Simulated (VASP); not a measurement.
Write the native input for VASP 6.6.1 that does the following.

```
Task                   : single point
Functional             : PBE
Dispersion             : D3(BJ)
Potentials or basis    : VASP PAW PBE potentials, release 64 (O, C, H)
Cutoff                 : 520 eV
k mesh                 : 1 × 1 × 1
Occupations            : fermi-dirac, width 0.02 eV
Spin                   : no spin polarisation
Dipole correction      : no
Further INCAR settings : LREAL = Auto; ALGO = Fast; EDIFF = 1e-07; NBANDS = 86
```

The structure of H2CO lies in POSCAR:

```
H2CO
1.0
    8.4809260000      0.0000000000      0.0000000000
    0.0000000000      8.4809260000      0.0000000000
    0.0000000000      0.0000000000      8.4809260000
O C H
10 10 20
Direct
    0.1815603626      0.4472860629      0.4101910570
    0.3094473410      0.6797370947      0.9166098136
    0.6223494934      0.0163425550      1.0618533872
    0.2949206254      0.8112321697      0.3832836179
    0.6279856704      0.3787793927      0.2486520929
    0.1761835913      0.1377561837      0.0898015146
    0.7045692888      1.0803655167      0.6693726605
    0.2789435965      0.2060034482      0.7148040202
    0.9885830863      0.6879201634      0.1602301447
    0.6520986034      0.6406493819      0.6226678549
    0.3086809153      0.5152149659      0.3765154890
    0.2257890235      0.6099805611      0.8239902105
    0.5015136319      0.0947066393      1.0358892413
    0.3936126786      0.8932868887      0.3160739759
    0.6612249653      0.3102019756      0.3735559065
    0.1070166159      0.1741201374      0.2108731995
    0.8191794151      1.0483171295      0.7533139660
    0.3035517584      0.0913933219      0.6231277103
    0.8813660206      0.6739476326      0.2597947441
    0.6476179606      0.6586780736      0.7581129702
    0.3915492247      0.5294233200      0.4757145623
    0.3318977197      0.5680275951      0.2433696509
    0.1522003611      0.6849605810      0.7438220779
    0.2320383411      0.4856073500      0.8340716568
    0.3892263651      0.0539445811      0.9835600499
    0.4858077998      0.2198698586      1.0813913481
    0.5088477367      0.8486219547      0.2931283683
    0.3694997457      1.0196174333      0.2622590977
    0.6494573824      0.3715160349      0.4925169728
    0.7032604694      0.1955093111      0.3754896576
    0.0999654991      0.0819250162      0.2957931716
    0.0439928376      0.2797336046      0.2439827915
    0.8966473708      1.1418328612      0.8027779042
    0.8530436417      0.9228119665      0.7638081030
    0.2448553377     -0.0199270693      0.6664956162
    0.4176194911      0.1040924069      0.5511898111
    0.8972251379      0.6360154540      0.3807720997
    0.7491988493      0.6930729027      0.2206716578
    0.7428552024      0.6374303938      0.8412171029
    0.5251667094      0.6728510542      0.8049946433
```

The cell was built by a generator and needn't be a form met in nature.

One way to write it, as run:

INCAR

```
PREC = Accurate
ENCUT = 520
EDIFF = 1E-7
ISMEAR = -1
SIGMA = 0.02
LREAL = Auto
LASPH = True
NELM = 100
ALGO = Fast
ISIF = 2
LWAVE = False
LCHARG = False
GGA = PE
IVDW = 12
NBANDS = 86
```

KPOINTS

```
Automatic mesh
0
Gamma
  1 1 1
```

Potentials or basis: VASP PAW PBE potentials, release 64 (O, C, H).

Launch:

```console
$ cat potpaw_PBE.64/O/POTCAR potpaw_PBE.64/C/POTCAR potpaw_PBE.64/H/POTCAR > POTCAR
$ mpirun -np 1 vasp_gam > vasp.out
```

Results of the run:

* Pressure: -0.5 GPa
* Largest force: 6.585 eV/Å
* Band gap on the k mesh: 2.39 eV, direct
* Dispersion energy per atom: -0.036 eV

Caveat: the standard files for N, O and F lose accuracy on very short bonds.

Run time: 110 s on 1 thread of AMD EPYC 7R43 64-Core Processor (Zen 3), with other jobs on the host, peak memory 0.53 GiB.
